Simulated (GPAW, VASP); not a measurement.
This is a calculation of Pd (Palladium) for GPAW 26.7.0 (ASE script). 

Contents of run.py:

```python
from ase.dft.bandgap import bandgap
from ase.io import read, write
from ase.units import GPa
from gpaw import GPAW, PW

atoms = read('POSCAR')

calc = GPAW(mode=PW(600),
            xc='PBE',
            kpts={'size': (12, 12, 12), 'gamma': True},
            occupations={'name': 'methfessel-paxton', 'order': 0, 'width': 0.012},
            nbands=17,
            convergence={'density': 1e-05, 'energy': 1e-05},
            maxiter=150,
            txt='gpaw.txt')
atoms.calc = calc
energy = atoms.get_potential_energy()
forces = atoms.get_forces()
stress = atoms.get_stress()
calc.write('gs.gpw')
write('result.traj', atoms)
print(f'Energy: {energy:.6f} eV')
print('Forces (eV/A):')
print(forces.round(4))
print('Stress (GPa):', (stress / GPa).round(3))
print('Fermi level:', round(calc.get_fermi_level(), 4), 'eV')
print(f'Gap: {bandgap(calc)[0]:.4f} eV, direct: {bandgap(calc, direct=True)[0]:.4f} eV')
```

The input POSCAR:

```
Pd
1.0
    0.0000000000      1.9465000000      1.9465000000
    1.9465000000      0.0000000000      1.9465000000
    1.9465000000      1.9465000000      0.0000000000
Pd
1
Direct
    0.0000000000      0.0000000000      0.0000000000
```

Potentials or basis: GPAW PAW data sets (gpaw-data 1.2.1), pw.

Launch:

```bash
$ OMP_NUM_THREADS=1 python run.py
```

Task: Set up the same calculation for VASP 6.6.1. Potentials or basis there: PBE PAW files Pd, 520 eV.

Result: As run (cutoffs and basis follow the program's own potentials, and thresholds, step limits or extra output files can differ):

Contents of INCAR:

```
SYSTEM = Pd
  PREC = Accurate
  ENCUT = 520
  EDIFF = 1E-7
  ISMEAR = 0
  SIGMA = 0.012
  LREAL = .False.
  LASPH = .True.
  NELM = 100
  ALGO = Fast
  ISIF = 2
  LWAVE = .False.
  LCHARG = .True.
  GGA = PE
  LELF = .True.
  LVHAR = .True.
  NBANDS = 11
```

The input KPOINTS:

```
regular mesh
0
Gamma
  12 12 12
  0 0 0
```

POSCAR

```
Pd
1.0
    0.0000000000      1.9465000000      1.9465000000
    1.9465000000      0.0000000000      1.9465000000
    1.9465000000      1.9465000000      0.0000000000
Pd
1
Direct
    0.0000000000      0.0000000000      0.0000000000
```

Potentials or basis: VASP PAW PBE potentials, release 64 (Pd).

The run is started by

```console
$ cat potpaw_PBE.64/Pd/POTCAR > POTCAR
$ mpirun -np 1 vasp_std > vasp.out
```

Both were run:

|  | GPAW | VASP |
| --- | --- | --- |
| Pressure | 6.9 GPa | 6.6 GPa |

The potentials hold 16 and 10 valence electrons a cell.

Pressure is positive in compression.
